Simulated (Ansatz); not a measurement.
Rows from a G0W0 calculation on GeSb2Te4 (R3m) (Ansatz 0.2.0; G0W0 on PBE with a share 0.6 of exact exchange, plane waves, PAW; PAW set soft_1; 4×4×4 mesh, 932 empty bands, screening to 150 eV, PAW set soft_1 files), in eV. Spin-orbit coupling is left out.

```tsv
row	k	band	start	Σx	Σc at the solution	Vxc
A	(-0.500, -0.500, -0.500)	v2	6.313	-14.921	0.228	-15.425
B	(-0.500, -0.500, -0.500)	c1	9.979	-9.395	-3.090	-11.634
C	(-0.500, -0.500, -0.500)	c2	9.981	-9.349	-2.962	-11.529
D	(-0.500, -0.500, -0.500)	v1	7.952	-14.410	-0.069	-15.090
```

Q: Work out each quasiparticle level and how far it moved.

The quasiparticle equation reads E = start + Σx + Σc(E) − Vxc.

```tsv
row	E (eV)	shift (eV)
A	7.044	+0.731
B	9.129	−0.850
C	9.199	−0.782
D	8.563	+0.611
```

The gap over the computed points goes from 2.03 eV to 0.57 eV.

Limits: not at the basis limit; no spin-orbit coupling.

[Paths, hosts, dates, memory and timing lines, banners, echoed tables and standing remarks are left out of the program output.]

[Logs are printed without paths, hosts, clocks, repeated set-up lines and the standing remarks that a program may print on its own settings, such as how far it seeks lower states.]

[Runs of the session that timed out or met a known fault of the program may be left out.]

[Cells called generated may have been cut or substituted from an entry of the Crystallography Open Database or the Materials Project.]

[Hosts, paths, dates, database ids (printed as entryN), source tags and the programs' standing remarks are cut or masked in the printed files.]
